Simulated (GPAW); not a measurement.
Write an ASE script for GPAW 26.7.0 that does the following.

| Item | Value |
| --- | --- |
| Task | relaxation of cell and atoms |
| Functional | BLYP |
| Dispersion | D3(BJ) |
| Potentials or basis | PAW data sets generated in the run's folder for this functional |
| Cutoff | 600 eV |
| Basis | pw |
| k mesh | 11 × 11 × 6 |
| Occupations | fermi-dirac, width 0.05 eV |
| Spin | no spin polarisation |
| Eigensolver | davidson |
| Maxiter | 150 |
| Optimizer | BFGS |
| Fmax | 0.01 eV/Å |
| Max steps | 100 |
| Convergence | density=1e-05 forces=0.0001 |

The structure of Ru lies in Ru.xyz:

```xyz
2
Lattice="2.7058000000 0.0000000000 0.0000000000 -1.3529000000 2.3432915376 0.0000000000 0.0000000000 0.0000000000 4.2819000000" Properties=species:S:1:pos:R:3 pbc="T T T"
Ru     1.3529000001      0.7810971791      3.2114250000
Ru    -0.0000000001      1.5621943585      1.0704750000
```

The input as run:

run.py

```python
from ase.calculators.mixing import SumCalculator
from ase.filters import FrechetCellFilter
from ase.io import read, write
from ase.optimize import BFGS
from dftd3.ase import DFTD3
from gpaw import GPAW, PW, setup_paths

setup_paths.insert(0, '.')

atoms = read('Ru.xyz')

calc = GPAW(mode=PW(600),
            xc='BLYP',
            kpts={'size': (11, 11, 6), 'gamma': True},
            occupations={'name': 'fermi-dirac', 'width': 0.05},
            nbands=29,
            convergence={'density': 1e-05, 'forces': 0.0001},
            eigensolver='davidson',
            maxiter=150,
            txt='gpaw.txt')
atoms.calc = SumCalculator([calc, DFTD3(method='blyp', damping='d3bj')])
opt = BFGS(FrechetCellFilter(atoms), trajectory='relax.traj', logfile='-')
done = opt.run(fmax=0.01, steps=100)
calc.write('gs.gpw')
write('result.traj', atoms)
print('Converged:', done)
print('Cell:', atoms.cell.cellpar().round(4))
print('Volume:', round(atoms.get_volume(), 4))
print(atoms.get_scaled_positions().round(5))
```

Potentials or basis: PAW data sets generated in the run's folder for this functional, pw.

Command:

```sh
$ gpaw-setup -f BLYP Ru
$ OMP_NUM_THREADS=1 python run.py
```

Results of the run:

```json
{"Relaxed volume": "13.52 Å³/atom", "Relaxed cell": "a = 2.703 Å, b = 2.703 Å, c = 4.275 Å, α = 90.00°, β = 90.00°, γ = 120.00°", "Space group after relaxing (to 0.05 Å)": "P6_3/mmc (No. 194)", "Energy gained by relaxing": "0.1 meV/atom", "Ionic steps": "3", "Pressure after relaxing": "0.0 GPa", "Band gap on the k mesh": "none (metal or under the smearing width)", "Dispersion energy per atom": "-1.456 eV"}
```

Caveat: later steps reuse the first step's grids; pairwise dispersion overbinds metals, which lowers pressure and volume.

Run time: 75 s on 1 thread of Arm Neoverse V1, with other jobs on the host, peak memory 0.24 GiB.
